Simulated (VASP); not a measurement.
Set up this calculation in VASP 6.6.1, as the native input.

```
Task                   : relaxation of cell and atoms
Functional             : PBE
Potentials or basis    : VASP PAW PBE potentials, release 64 (Na, I)
Cutoff                 : 300 eV
k mesh                 : 4 × 4 × 4
Occupations            : gaussian, width 0.03 eV
Spin                   : no spin polarisation
Further INCAR settings : ALGO = Normal; EDIFF = 1e-06; IBRION = 2; EDIFFG = -0.01; NSW = 90; ISIF = 3
```

The structure of NaI lies in POSCAR:

```
NaI
1.0
    0.0000000000      3.2364000000      3.2364000000
    3.2364000000      0.0000000000      3.2364000000
    3.2364000000      3.2364000000      0.0000000000
Na I
1 1
Direct
    0.0000000000      0.0000000000      0.0000000000
    0.5000000000      0.5000000000      0.5000000000
```

One way to write it, as run:

INCAR

```
SYSTEM = NaI
PREC     = Accurate       ! precision mode
ENCUT    = 300            ! plane-wave cutoff, eV
EDIFF    = 1E-6           ! SCF threshold, eV
ISMEAR   = 0              ! smearing method
SIGMA    = 0.03           ! smearing width, eV
LREAL    = .FALSE.        ! projectors in reciprocal space
LASPH    = .TRUE.         ! aspherical terms in the spheres
NELM     = 80             ! most SCF steps
ALGO     = Normal         ! electronic algorithm
ISIF     = 3              ! what is computed and relaxed
LWAVE    = .FALSE.        ! write WAVECAR
LCHARG   = .FALSE.        ! write CHGCAR
GGA      = PE             ! functional
IBRION   = 2              ! ionic algorithm
NSW      = 90             ! ionic steps
EDIFFG   = -0.01          ! ionic threshold
```

KPOINTS

```
Automatic mesh
0
G
  4 4 4
  0 0 0
```

Potentials or basis: VASP PAW PBE potentials, release 64 (Na, I).

Run with:

```bash
$ cat potpaw_PBE.64/Na/POTCAR potpaw_PBE.64/I/POTCAR > POTCAR
$ mpirun -np 1 vasp_std > vasp.out
```

It gave:

```
Relaxed volume                         : 34.49 Å³/atom
Relaxed cell                           : a = 4.603 Å, b = 4.603 Å, c = 4.603 Å, α = 60.00°, β = 60.00°, γ = 60.00°
Space group after relaxing (to 0.05 Å) : Fm-3m (No. 225)
Energy gained by relaxing              : 0.5 meV/atom
Ionic steps                            : 3
Pressure after relaxing                : 0.0 GPa
Band gap on the k mesh                 : 3.59 eV, direct
```

Caveat: the k mesh is coarse (spacing up to 0.42 Å⁻¹), so the values aren't converged; spin-orbit coupling is left out, which moves the levels of the heavy elements.

Run time: 6.9 s on 1 thread of Intel(R) Xeon(R) Platinum 8488C (Sapphire Rapids), with other jobs on the host, peak memory 0.15 GiB.
